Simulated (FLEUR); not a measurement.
# Pb (Fd-3m) in FLEUR: a series of runs, part 2 of 2

FLEUR MaX-R8.1 (later development tree). The steps go on from the part before.

## (3) Equation of state, SCAN, 38.23 Å³/atom (volume scaled by 0.94)

File inp.xml:

```xml
<?xml version="1.0" encoding="UTF-8" standalone="no"?>
<fleurInput fleurInputVersion="0.39">
   <comment>
      Pb                                                                                                  
   </comment>
   <calculationSetup>
      <cutoffs Kmax="4.1" Gmax="12.7" GmaxXC="12.7" numbands="0"/>
      <scfLoop itmax="80" minDistance="0.0001" maxIterBroyd="30" imix="Anderson" alpha="0.05" precondParam="0.0" spinf="2.0" sdNocoIR="T"/>
      <coreElectrons ctail="F" frcor="F" kcrel="0" coretail_lmax="0"/>
      <xcFunctional name="LibXC" relativisticCorrections="F">
         <LibXCName exchange="mgga_x_scan" correlation="mgga_c_scan"/>
         <AuxGGA exchange="117" correlation="130"/>
      </xcFunctional>
      <magnetism jspins="1"/>
      <soc l_soc="F" theta="0.0" phi="0.0" spav="F"/>
      <expertModes spex="0" secvar="F"/>
      <geometryOptimization l_f="F" forcealpha="1.0" forcemix="BFGS" epsdisp="0.00001" epsforce="0.00001"/>
      <ldaU l_linMix="F" mixParam="0.05" spinf="1.0"/>
   </calculationSetup>
   <cell>
      <bzIntegration valenceElectrons="40.0" mode="hist" fermiSmearingEnergy="0.00183747">
         <kPointListSelection listName="default-1"/>
         <!-- k-points included here -->
         <xi:include xmlns:xi="http://www.w3.org/2001/XInclude" href="kpts.xml"> </xi:include>
      </bzIntegration>
      <!-- symmetry operations included here -->
      <xi:include xmlns:xi="http://www.w3.org/2001/XInclude" href="sym.xml"> </xi:include>
      <bulkLattice scale="0.9795861087">
         <bravaisMatrix>
            <row-1>    0.0000000000000000     6.4987682473791999     6.4987682473791999</row-1>
            <row-2>    6.4987682473791999     0.0000000000000000     6.4987682473791999</row-2>
            <row-3>    6.4987682473791999     6.4987682473791999     0.0000000000000000</row-3>
         </bravaisMatrix>
      </bulkLattice>
   </cell>
   <atomSpecies>
      <species name="Lead (Pb)" element="Pb" atomicNumber="82">
         <mtSphere radius="2.53" gridPoints="863" logIncrement="0.016"/>
         <atomicCutoffs lmax="10" lnonsphr="10"/>
         <electronConfig flipSpins="F">
            <coreConfig>(1s1/2) (2s1/2) (2p1/2) (2p3/2) (3s1/2) (3p1/2) (3p3/2) (4s1/2) (3d3/2) (3d5/2) (4p1/2) (4p3/2) (4d3/2) (4d5/2) (4f5/2) (4f7/2) (5s1/2)</coreConfig>
            <valenceConfig>(5p1/2) (5p3/2) (6s1/2) (5d3/2) (5d5/2) (6p1/2) (6p3/2)</valenceConfig>
            <stateOccupation state="(6p1/2)" spinUp="0.333333" spinDown="0.333333"/>
            <stateOccupation state="(6p3/2)" spinUp="0.666667" spinDown="0.666667"/>
         </electronConfig>
         <energyParameters s="6" p="6" d="5" f="5"/>
         <lo type="SCLO" l="1" n="5" eDeriv="0"/>
         <lo type="SCLO" l="1" n="5" eDeriv="1"/>
         <lo type="SCLO" l="0" n="6" eDeriv="2"/>
         <lo type="SCLO" l="2" n="5" eDeriv="2"/>
         <lo type="SCLO" l="3" n="5" eDeriv="2"/>
      </species>
   </atomSpecies>
   <atomGroups>
      <atomGroup species="Lead (Pb)">
         <relPos label="                   1">1.000/8.000 1.000/8.000 1.000/8.000</relPos>
         <relPos label="                   2">-1.000/8.000 -1.000/8.000 -1.000/8.000</relPos>
         <force calculate="T" relaxXYZ="TTT"/>
      </atomGroup>
   </atomGroups>
   <output dos="F" band="F" slice="F">
      <checks vchk="F" cdinf="F"/>
      <bandDOS minEnergy="-.5*Htr" maxEnergy="0.5*Htr" sigma="0.015" storeEVData="T"/>
      <vacuumDOS vacdos="F" integ="F" star="F" nstars="0" locx1="0.0" locy1="0.0" locx2="0.0" locy2="0.0" nstm="0" tworkf="0.0"/>
      <unfoldingBand unfoldBand="F" supercellX="1" supercellY="1" supercellZ="1"/>
      <plotting iplot="0" polar="F">
         <plot TwoD="T" vec1="  1.0  0.0  0.0" vec2="  0.0  1.0  0.0" vec3="  0.0  0.0  1.0" zero="  0.0  0.0  0.0" file="plot"/>
      </plotting>
      <chargeDensitySlicing numkpt="0" minEigenval="0.0" maxEigenval="0.0" nnne="0" pallst="F"/>
      <specialOutput eonly="F"/>
      <moessbauerParams electricFieldGradient="T" isomerShift="T" coreHyperfine="T" valenceHyperfine="T"/>
      <magneticCircularDichroism mcd="F" energyLo="-10.0" energyUp="0.0"/>
   </output>
  <!-- We include the file relax.xml here to enable relaxations (see documentation) -->
  <xi:include xmlns:xi="http://www.w3.org/2001/XInclude" href="relax.xml"> <xi:fallback/> </xi:include>
</fleurInput>
```

Potentials or basis: all-electron, FLAPW.

On the command line:

```
> inpgen -f crystal.txt -profile fastHighL
> # inp.xml edited to the form shown
> fleur_MPI
```

Log:

```text
Welcome to FLEUR        (www.flapw.de)
      MaX-Release 8.1          (www.max-centre.eu)
 func_ids         267         263         267         263
 MetaGGA potential functional detected - V_tau will be computed
 Auxiliary Potential for radial basis: exchange=         117  correlation=         130
The functional 'SCAN exchange of Sun, Ruzsinszky, and Perdew' is an exchange functional, it belongs to the 'MGGA' family and is defined in the reference(s):
[1] J. Sun, A. Ruzsinszky, and J. P. Perdew.,  Phys. Rev. Lett. 115, 036402 (2015)
The functional 'SCAN correlation of Sun, Ruzsinszky, and Perdew' is a correlation functional, it belongs to the 'MGGA' family and is defined in the reference(s):
[1] J. Sun, A. Ruzsinszky, and J. P. Perdew.,  Phys. Rev. Lett. 115, 036402 (2015)
 Using same functional for VXC and EXC

 ========== k-point set info ==========
 Selected k-point list: default-1
 k-point list type: mesh
 7 x 7 x 7
 Number of k points: 20

 ------------Calculation Setup---------------------------
 Number of MPI-tasks      :            1
 Number of PE/node        :            1
 Number of OMP-threads    :            1
 Most efficient MPI parallelization for:
           1           2           4           5          10          20
 Additional eigenvalue parallelization possible
 Number of basis functions:          682
 Approximate size of matrices (H+S) per k-point:         0.007 GB
 --------------------------------------------------------
The functional 'Hammer, Hansen, and Norskov' is an exchange functional, it belongs to the 'GGA' family and is defined in the reference(s):
[1] B. Hammer, L. B. Hansen, and J. K. Nørskov.,  Phys. Rev. B 59, 7413 (1999)
The functional 'Perdew, Burke & Ernzerhof' is a correlation functional, it belongs to the 'GGA' family and is defined in the reference(s):
[1] J. P. Perdew, K. Burke, and M. Ernzerhof.,  Phys. Rev. Lett. 77, 3865 (1996)
[2] J. P. Perdew, K. Burke, and M. Ernzerhof.,  Phys. Rev. Lett. 78, 1396 (1997)
 Using same functional for VXC and EXC
 Using auxiliary GGA potential for the first iteration of MetaGGA calculation.
 Reset of history
 Reset of history
 Iteration:     1   Distance:      48.08957411 me/bohr^3
The functional 'Hammer, Hansen, and Norskov' is an exchange functional, it belongs to the 'GGA' family and is defined in the reference(s):
[1] B. Hammer, L. B. Hansen, and J. K. Nørskov.,  Phys. Rev. B 59, 7413 (1999)
The functional 'Perdew, Burke & Ernzerhof' is a correlation functional, it belongs to the 'GGA' family and is defined in the reference(s):
[1] J. P. Perdew, K. Burke, and M. Ernzerhof.,  Phys. Rev. Lett. 77, 3865 (1996)
[2] J. P. Perdew, K. Burke, and M. Ernzerhof.,  Phys. Rev. Lett. 78, 1396 (1997)
 Using same functional for VXC and EXC
 Iteration:     2   Distance:      45.62202544 me/bohr^3
The functional 'Hammer, Hansen, and Norskov' is an exchange functional, it belongs to the 'GGA' family and is defined in the reference(s):
[1] B. Hammer, L. B. Hansen, and J. K. Nørskov.,  Phys. Rev. B 59, 7413 (1999)
The functional 'Perdew, Burke & Ernzerhof' is a correlation functional, it belongs to the 'GGA' family and is defined in the reference(s):
[1] J. P. Perdew, K. Burke, and M. Ernzerhof.,  Phys. Rev. Lett. 77, 3865 (1996)
[2] J. P. Perdew, K. Burke, and M. Ernzerhof.,  Phys. Rev. Lett. 78, 1396 (1997)
 Using same functional for VXC and EXC
 Iteration:     3   Distance:      43.32047933 me/bohr^3
The functional 'Hammer, Hansen, and Norskov' is an exchange functional, it belongs to the 'GGA' family and is defined in the reference(s):
[1] B. Hammer, L. B. Hansen, and J. K. Nørskov.,  Phys. Rev. B 59, 7413 (1999)
[... 75 lines left out ...]
The functional 'Hammer, Hansen, and Norskov' is an exchange functional, it belongs to the 'GGA' family and is defined in the reference(s):
[1] B. Hammer, L. B. Hansen, and J. K. Nørskov.,  Phys. Rev. B 59, 7413 (1999)
The functional 'Perdew, Burke & Ernzerhof' is a correlation functional, it belongs to the 'GGA' family and is defined in the reference(s):
[1] J. P. Perdew, K. Burke, and M. Ernzerhof.,  Phys. Rev. Lett. 77, 3865 (1996)
[2] J. P. Perdew, K. Burke, and M. Ernzerhof.,  Phys. Rev. Lett. 78, 1396 (1997)
 Using same functional for VXC and EXC
 Iteration:    15   Distance:       0.00016803 me/bohr^3
The functional 'Hammer, Hansen, and Norskov' is an exchange functional, it belongs to the 'GGA' family and is defined in the reference(s):
[1] B. Hammer, L. B. Hansen, and J. K. Nørskov.,  Phys. Rev. B 59, 7413 (1999)
The functional 'Perdew, Burke & Ernzerhof' is a correlation functional, it belongs to the 'GGA' family and is defined in the reference(s):
[1] J. P. Perdew, K. Burke, and M. Ernzerhof.,  Phys. Rev. Lett. 77, 3865 (1996)
[2] J. P. Perdew, K. Burke, and M. Ernzerhof.,  Phys. Rev. Lett. 78, 1396 (1997)
 Using same functional for VXC and EXC
 Iteration:    16   Distance:       0.00000915 me/bohr^3

 ********************************************************************
 Run finished successfully
 Stop message:
   all done
 ********************************************************************
```

out.xml (last iteration):

```text
<iteration numberForCurrentRun="   16" overallNumber="   16">
         <energyParameters units="Htr">
            <atomicEP atomType="1" spin="1" branch="6s" branchLowest="-4.92" branchHighest="0.70" value="-0.1358474505"/>
            <atomicEP atomType="1" spin="1" branch="6p" branchLowest="-2.77" branchHighest="1.61" value="0.1184706974"/>
            <atomicEP atomType="1" spin="1" branch="5d" branchLowest="-14.37" branchHighest="-0.32" value="-0.3751192958"/>
[... 113 lines left out ...]
            </atomTypeDependentContributions>
            <tkbTimesEntropy value="0.0001838750"/>
            <freeEnergy value="-41854.1028452200"/>
            <extrapolationTo0K value="-41854.1027532825"/>
         </totalEnergy>
         <densityConvergence units="me/bohr^3">
            <chargeDensity spin="1" distance="0.0000091486"/>
         </densityConvergence>
      </iteration>
```

It took 41 s on 1 thread of Intel Xeon 6975P-C (Granite Rapids), shared host; peak memory 0.09 GiB.

Results:

```
Free energy                                           : -1138908.1585 eV
Band gap on the k mesh                                : none (metal or under the smearing width)
Valence electrons inside the program's atomic spheres : Pb 17.84 (radii Pb 2.53 bohr)
```

Caveat: the meta-GGA is that of a development version, with a GGA for the radial functions and cores and without core tails.

## (4) Equation of state, SCAN, 39.05 Å³/atom (volume scaled by 0.96)

inp.xml, as its differences from that of step 3:

```diff
@@ -27,3 +27,3 @@
       <xi:include xmlns:xi="http://www.w3.org/2001/XInclude" href="sym.xml"> </xi:include>
-      <bulkLattice scale="0.9795861087">
+      <bulkLattice scale="0.9864848297">
          <bravaisMatrix>
```

On the command line:

```
> inpgen -f crystal.txt -profile fastHighL
> # inp.xml edited to the form shown
> fleur_MPI
```

Run time: 39 s. Hardware: 1 thread of Intel Xeon 6975P-C (Granite Rapids), shared host; peak memory 0.09 GiB.

The run converged. Its results:

| Item | Value |
| --- | --- |
| Free energy | -1138908.1819 eV |
| Band gap on the k mesh | none (metal or under the smearing width) |
| Valence electrons inside the program's atomic spheres | Pb 17.83 (radii Pb 2.53 bohr) |

Caveat: the meta-GGA is that of a development version, with a GGA for the radial functions and cores and without core tails.

## (5) Equation of state, SCAN, 40.67 Å³/atom

inp.xml, as its differences from that of step 4:

```diff
@@ -27,3 +27,3 @@
       <xi:include xmlns:xi="http://www.w3.org/2001/XInclude" href="sym.xml"> </xi:include>
-      <bulkLattice scale="0.9864848297">
+      <bulkLattice scale="1.0000000000">
          <bravaisMatrix>
```

On the command line:

```
> inpgen -f crystal.txt -profile fastHighL
> # inp.xml edited to the form shown
> fleur_MPI
```

It took 42 s on 1 thread of Intel Xeon 6975P-C (Granite Rapids), shared host; peak memory 0.09 GiB.

Results (log left out):

```
Free energy                                           : -1138908.2030 eV
Band gap on the k mesh                                : none (metal or under the smearing width)
Valence electrons inside the program's atomic spheres : Pb 17.80 (radii Pb 2.53 bohr)
```

Caveat: the meta-GGA is that of a development version, with a GGA for the radial functions and cores and without core tails.

## (6) Equation of state, SCAN, 42.30 Å³/atom (volume scaled by 1.04)

inp.xml, as its differences from that of step 5:

```diff
@@ -27,3 +27,3 @@
       <xi:include xmlns:xi="http://www.w3.org/2001/XInclude" href="sym.xml"> </xi:include>
-      <bulkLattice scale="1.0000000000">
+      <bulkLattice scale="1.0131594038">
          <bravaisMatrix>
```

Potentials or basis: all-electron, FLAPW.

On the command line:

```
> inpgen -f crystal.txt -profile fastHighL
> # inp.xml edited to the form shown
> fleur_MPI
```

Run time: 40 s. Hardware: 1 thread of Intel Xeon 6975P-C (Granite Rapids), shared host; peak memory 0.09 GiB.

The run converged. Its results:

```yaml
Free_energy: -1138908.1968 eV
Band_gap_on_the_k_mesh: none (metal or under the smearing width)
Valence_electrons_inside_the_program's_atomic_spheres: Pb 17.78 (radii Pb 2.53 bohr)
```

Caveat: the meta-GGA is that of a development version, with a GGA for the radial functions and cores and without core tails.

## (7) Equation of state, SCAN, 43.11 Å³/atom (volume scaled by 1.06)

inp.xml, as its differences from that of step 6:

```diff
@@ -27,3 +27,3 @@
       <xi:include xmlns:xi="http://www.w3.org/2001/XInclude" href="sym.xml"> </xi:include>
-      <bulkLattice scale="1.0131594038">
+      <bulkLattice scale="1.0196128224">
          <bravaisMatrix>
```

On the command line:

```
> inpgen -f crystal.txt -profile fastHighL
> # inp.xml edited to the form shown
> fleur_MPI
```

It took 39 s on 1 thread of Intel Xeon 6975P-C (Granite Rapids), shared host; peak memory 0.09 GiB.

Results (log left out):

```
Free energy                                           : -1138908.1860 eV
Band gap on the k mesh                                : none (metal or under the smearing width)
Valence electrons inside the program's atomic spheres : Pb 17.77 (radii Pb 2.53 bohr)
```

Caveat: the meta-GGA is that of a development version, with a GGA for the radial functions and cores and without core tails.

## (8) Equation of state, SCAN

This step only gathers the single runs of the series.

What came out:

| Item | Value |
| --- | --- |
| Equilibrium volume | 41.05 Å³/atom |
| Bulk modulus | 31 GPa |

Energy against volume, from the lowest point:
```
volume (Å³/atom)  energy (meV/atom)
          38.232              22.26
          39.045              10.54
          40.672               0.00
          42.299               3.11
          43.112               8.51
```

Caveat: the meta-GGA is that of a development version, with a GGA for the radial functions and cores and without core tails.
